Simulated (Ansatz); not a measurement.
# Sc (bcc type): how the settings move a single-point run

Question: which choices in the input matter for Sc (bcc type)?

Program: Ansatz 0.2.0. Level of theory: reference: DFT, PBE, all-electron PAW with datasets made for the crystal, scalar-relativistic. These are calculated values, not measurements.

### Step 1. The system as given

It takes space group Im-3m (No. 229, cubic). Conventional cell: a = 3.415 Å, b = 3.415 Å, c = 3.415 Å, α = 90.00°, β = 90.00°, γ = 90.00°. Sc (site symmetry m-3m) has 8 Sc at 2.96 Å as nearest neighbours.

As a file:

```
Sc
1.0
    -1.70754    1.70754    1.70754
     1.70754   -1.70754    1.70754
     1.70754    1.70754   -1.70754
Sc
1
Direct
  0.00000 0.00000 0.00000
```

### Step 2. Baseline

Input file input.yaml:

```yaml
crystal:
  lattice:
    - [-1.7075383128, 1.7075383128, 1.7075383128]
    - [1.7075383128, -1.7075383128, 1.7075383128]
    - [1.7075383128, 1.7075383128, -1.7075383128]
  atoms:
    - { symbol: Sc, position: [0.0, 0.0, 0.0] }
kpoints:
  mp_grid: { grid: [16, 16, 16] }
scf:
  occupations: { method: fermi_dirac, width: 0.05 }
hamiltonian:
  xc: pbe
  pseudopotentials: { kind: all_electron, datasets: crystal }
output:
  forces: true
  stress: true
  eigenvalues: true
```

The run is started by

```
$ ansatz run input.yaml --threads 1 --pin off --max-ram 2048MiB --backend cpu --events-out ev --progress --plain --runs-dir out
```

### Step 3. Changing settings: starting moments, dr2_threshold 1.0e-05, spin_polarized true, xc_grid 2

Edit input.yaml of step 2 so:

```diff
@@ -6,3 +6,3 @@
   atoms:
-    - { symbol: Sc, position: [0.0, 0.0, 0.0] }
+    - { symbol: Sc, position: [0.0, 0.0, 0.0], spin: 0.2 }
 kpoints:
@@ -11,2 +11,3 @@
   occupations: { method: fermi_dirac, width: 0.05 }
+  convergence: { dr2_threshold: 1.0e-05 }
 hamiltonian:
@@ -18 +19,5 @@
   eigenvalues: true
+magnetization:
+  spin_polarized: true
+basis:
+  xc_grid: 2
```

Q: Predict the outcome of this session. Wanted: for each run, ending; energy change; pressure; gap; force.

As calculated:

| run | ending | energy change | pressure (GPa) | gap (eV) | force (eV/Å) | cycles | time |
| --- | --- | --- | --- | --- | --- | --- | --- |
| reference | converged | 0 | 16.6 | 0.00 | 0.00 | 7 | 5.1 s |
| 1: starting moments, dr2_threshold 1.0e-05, spin_polarized true, xc_grid 2 | converged | 0.0 meV/atom | 16.6 | 0.00 | 0.00 | 5 | 27 s |

Residual by cycle in the longest SCF loop of each run; runs are numbered as in the table. The quantity is the density residual dr2, in eV.

| cycle | reference | run 1 |
| --- | --- | --- |
| 1 | 0.14 | 2.9e-4 |
| 2 | 0.00824 | 1.1e-4 |
| 3 | 7.9e-4 | 3.9e-5 |
| 4 | 2.5e-4 | 2.0e-6 |
| 5 | 3.2e-5 | 7.0e-7 |
| 6 | 4.0e-8 | - |
| 7 | 1.2e-8 | - |

What this shows: With the changed spin polarisation and convergence setting the energy stays within 0.5 meV/atom: no moment survives, so both runs end on the same non-magnetic state. The structure is not at rest: the sound run finds 17 GPa, so these are no properties of the relaxed crystal. 
